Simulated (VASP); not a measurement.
Input of a VASP 6.6.1 run:

Contents of INCAR:

```
PREC = Accurate
ENCUT = 520
EDIFF = 1E-6
ISMEAR = 0
SIGMA = 0.05
LREAL = F
LASPH = T
NELM = 100
ALGO = Fast
ISIF = 2
LWAVE = F
LCHARG = F
GGA = PE
NBANDS = 30
```

Contents of KPOINTS:

```
regular mesh
0
Gamma
  6 6 6
```

File POSCAR:

```
CsPbCl3
1.0
    4.3234075248      2.4961204983      3.2955554574
   -4.3234075248      2.4961204983      3.2955554574
    0.0000000000     -4.9922409966      3.2955554574
Cs Pb Cl
1 1 3
Direct
    0.5000000000      0.5000000000      0.5000000000
    0.0000000000      0.0000000000      0.0000000000
    0.5000000000      0.0186003000      0.9813997000
    0.0186003000      0.9813997000      0.5000000000
    0.9813997000      0.5000000000      0.0186003000
```

Potentials or basis: VASP PAW PBE potentials, release 64 (Cs_sv, Pb_d, Cl).

Run with:

```bash
$ cat potpaw_PBE.64/Cs_sv/POTCAR potpaw_PBE.64/Pb_d/POTCAR potpaw_PBE.64/Cl/POTCAR > POTCAR
$ mpirun -np 1 vasp_std > vasp.out
```

(1) What does it give for the largest force?

(2) Estimate the pressure.

Results:

(1) 0.054 eV/Å.

(2) -2.1 GPa.
